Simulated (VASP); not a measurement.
# Al (Im-3m) in VASP: notebook

Aim: see how the results for Al move with the level of theory and the settings. Levels: TPSS+D4, r2SCAN. Tasks: phonons, equation of state.

Everything below comes from runs of VASP 6.6.1. Logs are shortened: lines on timing, memory, paths and dates and some standing lists are left out, and cuts for length are marked.

## (1) The crystal as given

Symmetry: Im-3m, No. 229, cubic system. Conventional cell: a = 3.182 Å, b = 3.182 Å, c = 3.182 Å, α = 90.00°, β = 90.00°, γ = 90.00°. Around Al (site symmetry m-3m) lie 8 Al at 2.76 Å.

This isn't the form of Al at room conditions, which is fcc.

## (2) Phonons, TPSS+D4

The input, POSCAR:

```
Al
1.0
   -1.5912186900      1.5912186900      1.5912186900
    1.5912186900     -1.5912186900      1.5912186900
    1.5912186900      1.5912186900     -1.5912186900
Al
1
Direct
    0.0000000000      0.0000000000      0.0000000000
```

The input, INCAR.step1:

```
SYSTEM = Al
ALGO = Normal
AMIX = 0.2
AMIX_MAG = 0.8
BMIX = 1E-4
BMIX_MAG = 1E-4
EDIFF = 1E-8
EDIFFG = -0.002
ENCUT = 580
IBRION = 2
ISIF = 3
ISMEAR = 0
IVDW = 13
LASPH = .TRUE.
LCHARG = .FALSE.
LMAXMIX = 4
LMIXTAU = .TRUE.
LREAL = .FALSE.
LWAVE = .FALSE.
METAGGA = TPSS
NELM = 80
NSW = 40
PREC = Accurate
SIGMA = 0.05
```

The input, INCAR.step2:

```
SYSTEM = Al
ALGO = Normal
AMIX = 0.2
AMIX_MAG = 0.8
BMIX = 1E-4
BMIX_MAG = 1E-4
EDIFF = 1E-8
ENCUT = 580
IBRION = 6
ISIF = 2
ISMEAR = 0
IVDW = 13
LASPH = .TRUE.
LCHARG = .FALSE.
LMAXMIX = 4
LMIXTAU = .TRUE.
LREAL = .FALSE.
LWAVE = .FALSE.
METAGGA = TPSS
NELM = 80
NFREE = 2
NSW = 1
POTIM = 0.015
PREC = Accurate
SIGMA = 0.05
```

The input, KPOINTS:

```
k-points
0
Monkhorst
  9 9 9
  0 0 0
```

Potentials or basis: VASP PAW PBE potentials, release 64 (Al).

Started as:

```
$ cat potpaw_PBE.64/Al/POTCAR > POTCAR
$ cp INCAR.step1 INCAR
$ mpirun -np 1 vasp_std > vasp.out
$ cp CONTCAR POSCAR
$ cp INCAR.step2 INCAR
$ mpirun -np 1 vasp_std > vasp.out
```

OUTCAR:

```text
SYSTEM = Al
   AMIX = 0.2
   AMIX_MAG = 0.8
   EDIFF = 1E-8
   ENCUT = 580
   IBRION = 6
   ISIF = 2
   ISMEAR = 0
   IVDW = 13
   LASPH = .TRUE.
   LREAL = .FALSE.
   METAGGA = TPSS
   NELM = 80
   NFREE = 2
   NSW = 1
   POTIM = 0.015
   PREC = Accurate

 ion  position               nearest neighbor table
   1  0.000  0.000  0.000-

  LATTYP: Found a body centered cubic cell.
 ALAT       =     3.1510779116

  Lattice vectors:

 A1 = (  -1.5755389558,   1.5755389558,   1.5755389558)
 A2 = (   1.5755389558,  -1.5755389558,   1.5755389558)
 A3 = (   1.5755389558,   1.5755389558,  -1.5755389558)

Analysis of symmetry for initial positions (statically):
=====================================================================
 Subroutine PRICEL returns:
 Original cell was already a primitive cell.

 Routine SETGRP: Setting up the symmetry group for a
 body centered cubic supercell.

 Subroutine GETGRP returns: Found 48 space group operations
 (whereof 48 operations were pure point group operations)
 out of a pool of 48 trial point group operations.

The static configuration has the point symmetry O_h .

Analysis of symmetry for dynamics (positions and initial velocities):
=====================================================================
 Subroutine PRICEL returns:
 Original cell was already a primitive cell.

 Routine SETGRP: Setting up the symmetry group for a
 body centered cubic supercell.

 Subroutine GETGRP returns: Found 48 space group operations
 (whereof 48 operations were pure point group operations)
 out of a pool of 48 trial point group operations.

The dynamic configuration has the point symmetry O_h .

 Subroutine INISYM returns: Found 48 space group operations
 (whereof 48 operations are pure point group operations),
 and found     1 'primitive' translations

----------------------------------------------------------------------------------------

                                     Primitive cell

  volume of cell :      15.6440

  direct lattice vectors                    reciprocal lattice vectors
    -1.575538956  1.575538956  1.575538956     0.000000000  0.317351722  0.317351722
     1.575538956 -1.575538956  1.575538956     0.317351722  0.000000000  0.317351722
     1.575538956  1.575538956 -1.575538956     0.317351722  0.317351722  0.000000000

  length of vectors
     2.728913521  2.728913521  2.728913521     0.448803109  0.448803109  0.448803109

  position of ions in fractional coordinates (direct lattice)
     0.000000000  0.000000000  0.000000000

  ion indices of the primitive-cell ions
   primitive index   ion index
                 1           1

----------------------------------------------------------------------------------------

 KPOINTS: k-points

Automatic generation of k-mesh.
 Grid dimensions read from file:
 generate k-points for:    9    9    9

 Generating k-lattice:

  Cartesian coordinates                     Fractional coordinates (reciprocal lattice)
     0.000000000  0.035261302  0.035261302     0.111111111  0.000000000  0.000000000
     0.035261302  0.000000000  0.035261302     0.000000000  0.111111111  0.000000000
     0.035261302  0.035261302  0.000000000     0.000000000  0.000000000  0.111111111

  Length of vectors
     0.049867012  0.049867012  0.049867012

  Shift w.r.t. Gamma in fractional coordinates (k-lattice)
     0.000000000  0.000000000  0.000000000

 Subroutine IBZKPT returns following result:
 ===========================================

 Found     35 irreducible k-points:

 Following reciprocal coordinates:
            Coordinates               Weight
  0.000000  0.000000  0.000000      1.000000
  0.111111  0.000000  0.000000     12.000000
  0.222222  0.000000  0.000000     12.000000
  0.333333  0.000000  0.000000     12.000000
  0.444444  0.000000  0.000000     12.000000
  0.111111  0.111111  0.000000     24.000000
[... 16 lines left out ...]
 -0.333333  0.444444  0.111111     48.000000
 -0.444444 -0.444444  0.111111     24.000000
 [... further k-points ...]
   k-points           NKPTS =     35   k-points in BZ     NKDIM =     35   number of bands    NBANDS=      5
   number of dos      NEDOS =    301   number of ions     NIONS =      1
   total plane-waves  NPLWV =  13824
   dimension x,y,z NGX =    24 NGY =   24 NGZ =   24
   dimension x,y,z NGXF=    48 NGYF=   48 NGZF=   48
   ions per type =               1
   NGX,Y,Z   is equivalent  to a cutoff of  14.62, 14.62, 14.62 a.u.
   NGXF,Y,Z  is equivalent  to a cutoff of  29.24, 29.24, 29.24 a.u.
 SYSTEM =  Al
   PREC   = accura    normal or accurate (medium, high low for compatibility)
   ISTART =      0    job   : 0-new  1-cont  2-samecut
   ICHARG =      2    charge: 1-file 2-atom 10-const
   ISPIN  =      1    spin polarized calculation?
   LNONCOLLINEAR =      F non collinear calculations
   LSORBIT =      F    spin-orbit coupling
   LASPH  =      T    aspherical Exc in radial PAW
   ENCUT  =  580.0 eV  42.63 Ry    6.53 a.u.   5.36  5.36  5.36*2*pi/ulx,y,z
   NELM   =     80;   NELMIN=  2; NELMDL=  0     # of ELM steps
   EDIFF  = 0.1E-07   stopping-criterion for ELM
   LREAL  =      F    real-space projection
   EDIFFG = 0.1E-06   stopping-criterion for IOM
   NSW    =     49    number of steps for IOM
   IBRION =      6    ionic relax: 0-MD 1-quasi-New 2-CG
   NFREE  =      2    steps in history (QN), initial steepest desc. (CG)
   ISIF   =      2    stress and relaxation
   ISYM   =      2    0-nonsym 1-usesym 2-fastsym
   POTIM  = 0.0150    time-step for ionic-motion
   TEBEG  =    0.0;   TEEND  =   0.0 temperature during run
   PSTRESS=    0.0 pullay stress
   NELECT =       3.0000    total number of electrons
   NUPDOWN=      -1.0000    fix difference up-down
   EMIN   =  10.00;   EMAX   =-10.00  energy-range for DOS
   EFERMI =   0.00;   METHOD = LEGACY
   ISMEAR =     0;   SIGMA  =   0.05  broadening in eV -4-tet -1-fermi 0-gaus
   EFERMI_NEDOS =   21; number of points for ismear=-14 and -15
   IALGO  =     38    algorithm
   IMIX   =      4    mixing-type and parameters
     AMIX     =   0.20;   BMIX     =  0.00
     AMIX_MAG =   0.80;   BMIX_MAG =  0.00
  volume/ion in A,a.u.               =      15.64       105.57
  Fermi-wavevector in a.u.,A,eV,Ry     =   0.944060  1.784014 12.126174  0.891249
  Thomas-Fermi vector in A             =   2.071828
   LORBIT       =      0    0 simple, 1 ext, 2 COOP (PROOUT), +10 PAW based schemes
   METAGGA = TPSS    functional components
   LHFCALC =     F    Hartree Fock is set to
   AEXX    =    0.0000 exact exchange contribution
   IVDW    =    13    specifies the selected vdW correction
   LEPSILON=     F    determine dielectric tensor
   LRPA    =     F    only Hartree local field effects (RPA)
 finite differences with symmetry
 non-spin polarized calculation
 Gauss-broadening in eV      SIGMA  =   0.05
  energy-cutoff  :      580.00
  volume of cell :       15.64
 maximum number of plane-waves:       531
 NGX is ok and might be reduce to    24
   NGX = 11   NGY = 11   NGZ = 11

--------------------------------------- Ionic step        1  -------------------------------------------

 number of electron       3.0000000 magnetization

 Free energy of the ion-electron system (eV)
  ---------------------------------------------------
  ext. energy  EPLUGINS =         0.00000000
  ---------------------------------------------------
  free energy    TOTEN  =        -7.79932367 eV

  energy without entropy =       -7.79893345  energy(sigma->0) =       -7.79912856

------------------------ aborting loop because EDIFF is reached ----------------------------------------

  DFT-D4 for vdW energy calculation

  Edisp (eV):   -0.48770

  FORCE on cell =-STRESS in cart. coord.  units (eV):
  Direction    XX          YY          ZZ          XY          YZ          ZX
  --------------------------------------------------------------------------------------
  -------------------------------------------------------------------------------------
  Total       0.00057     0.00057     0.00057    -0.00000    -0.00000     0.00000
  in kB       0.05860     0.05860     0.05860    -0.00000    -0.00000     0.00000
  external pressure =        0.06 kB  Pullay stress =        0.00 kB
[... 59 lines left out ...]
  energy  without entropy=       -8.2866375120  energy(sigma->0) =       -8.28683258

--------------------------------------- Ionic step        3  -------------------------------------------

 number of electron       3.0000000 magnetization

 Free energy of the ion-electron system (eV)
  ---------------------------------------------------
  ext. energy  EPLUGINS =         0.00000000
  ---------------------------------------------------
  free energy    TOTEN  =        -7.79932366 eV

  energy without entropy =       -7.79893353  energy(sigma->0) =       -7.79912859

 E-fermi :   8.6757     XC(G=0): -10.4327

 val. band max:        8.6064749697   @ k =  -0.3333  -0.4444   0.1111
 cond. band min:       8.7462561434   @ k =  -0.3333   0.4444   0.1111
 fundamental gap:      0.1397811737
 Fermi energy:         8.6756947749

 k-point     1 :       0.0000    0.0000    0.0000
  band No.  band energies     occupation
      1      -2.9475      2.00000
      2      22.1479      0.00000
      3      22.1479      0.00000
      4      22.1479      0.00000
      5      24.2768      0.00000

 k-point     2 :       0.1111    0.0000    0.0000
  band No.  band energies     occupation
      1      -2.5793      2.00000
      2      18.8810      0.00000
      3      20.6500      0.00000
      4      20.8886      0.00000
      5      22.7257      0.00000
[... 169 lines left out ...]
 k-point    24 :      -0.4444   -0.4444    0.1111
  band No.  band energies     occupation
      1       4.9618      2.00000
      2       5.6385      2.00000
      3      11.5111      0.00000
      4      17.9734      0.00000
      5      20.4303      0.00000

 [... further k-points ...]

------------------------ aborting loop because EDIFF is reached ----------------------------------------

  DFT-D4 for vdW energy calculation

  Edisp (eV):   -0.48770

  FORCE on cell =-STRESS in cart. coord.  units (eV):
  Direction    XX          YY          ZZ          XY          YZ          ZX
  --------------------------------------------------------------------------------------
  -------------------------------------------------------------------------------------
  Total       0.00062     0.00062     0.00062     0.00000    -0.00000     0.00000
  in kB       0.06321     0.06321     0.06321     0.00000    -0.00000     0.00000
  external pressure =        0.06 kB  Pullay stress =        0.00 kB
[... 16 lines left out ...]
  FREE ENERGIE OF THE ION-ELECTRON SYSTEM (eV)
  ---------------------------------------------------
  free  energy   TOTEN  =        -8.2870276383 eV

  energy  without entropy=       -8.2866375096  energy(sigma->0) =       -8.28683257

 INTERNAL STRAIN TENSORS FROM DISPLACED ATOMS
 ============================================

 INTERNAL STRAIN TENSOR FOR ION    1 for displacements in x,y,z  (eV/Angst):
          X           Y           Z          XY          YZ          ZX
  --------------------------------------------------------------------------------
  x     0.00000     0.00000     0.00000     0.00000     0.00000     0.00000
  y     0.00000     0.00000     0.00000     0.00000     0.00000     0.00000
  z     0.00000     0.00000     0.00000     0.00000     0.00000     0.00000

 Eigenvectors and eigenvalues of the dynamical matrix
 ----------------------------------------------------

   1 f  =    0.000000 THz     0.000000 2PiTHz    0.000000 cm-1     0.000000 meV
             X         Y         Z           dx          dy          dz
      0.000000  0.000000  0.000000     0.165798   -0.986160    0.000000

   2 f  =    0.000000 THz     0.000000 2PiTHz    0.000000 cm-1     0.000000 meV
             X         Y         Z           dx          dy          dz
      0.000000  0.000000  0.000000    -0.986160   -0.165798    0.000000

   3 f  =    0.000000 THz     0.000000 2PiTHz    0.000000 cm-1     0.000000 meV
             X         Y         Z           dx          dy          dz
      0.000000  0.000000  0.000000     0.000000    0.000000    1.000000

 ELASTIC MODULI CONTR FROM IONIC RELAXATION (kBar)
 Direction    XX          YY          ZZ          XY          YZ          ZX
 --------------------------------------------------------------------------------
 XX           0.0000      0.0000      0.0000      0.0000      0.0000      0.0000
 YY           0.0000      0.0000      0.0000      0.0000      0.0000      0.0000
 ZZ           0.0000      0.0000      0.0000      0.0000      0.0000      0.0000
 XY           0.0000      0.0000      0.0000      0.0000      0.0000      0.0000
 YZ           0.0000      0.0000      0.0000      0.0000      0.0000      0.0000
 ZX           0.0000      0.0000      0.0000      0.0000      0.0000      0.0000
 --------------------------------------------------------------------------------
```

Wall time 56 s (1 thread of Intel Xeon Platinum 8488C (Sapphire Rapids), shared host); peak memory 0.14 GiB.

Results:

* Relaxed volume: 15.64 Å³/atom
* Relaxed cell: a = 2.729 Å, b = 2.729 Å, c = 2.729 Å, α = 109.47°, β = 109.47°, γ = 109.47°
* Space group after relaxing (to 0.05 Å): Im-3m (No. 229)
* Dispersion energy per atom: -0.488 eV

The path:
```tsv
step	energy change (eV)	largest force (eV/Å)	pressure (GPa)	volume (Å³)
1	0.0000	0.0000	-2.53	16.12
2	-0.0036	0.0000	0.66	15.53
3	-0.0038	0.0000	0.01	15.64
```

Final structure:
```
CELL_PARAMETERS angstrom
-1.57554 1.57554 1.57554
1.57554 -1.57554 1.57554
1.57554 1.57554 -1.57554
ATOMIC_POSITIONS crystal
Al 0.00000 0.00000 0.00000
```

Caveat: the PAW data sets were made with another functional, which shifts forces and pressure a little.

[end of part 1 of 2]
